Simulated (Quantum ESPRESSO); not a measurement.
CO2:

```
O C
1.0
    -1.97473    1.97473    3.01406
     1.97473   -1.97473    3.01406
     1.97473    1.97473   -3.01406
O C
4 2
Direct
  0.87500 0.95980 0.58480
  0.37500 0.29020 0.41520
  0.04020 0.62500 0.91520
  0.70980 0.12500 0.08480
  0.00000 0.00000 0.00000
  0.75000 0.25000 0.50000
```

The cell comes from a database or a generator and needn't be the stable form of this composition.

Base run:

```yaml
Program: Quantum ESPRESSO 7.5
Functional: LDA
Potentials_or_basis: GBRV 1.5 LDA
Cutoff: 612 eV
Density_cutoff: 4898 eV
k_mesh: 9 × 9 × 9
Occupations: fermi-dirac, width 0.05 eV
Spin: no spin polarisation
```

Its results: band gap on the k mesh 7.47 eV, indirect (least direct gap 7.94 eV); pressure -12.3 GPa; largest force 0.411 eV/Å.

Task: The run is repeated on the same cell with these changes: functional from LDA to PBEsol; potentials or basis from GBRV 1.5 LDA to GBRV 1.5 PBEsol. What comes out?

Result: Band gap on the k mesh 7.58 eV, indirect (least direct gap 8.05 eV); pressure -5.5 GPa; largest force 0.125 eV/Å.
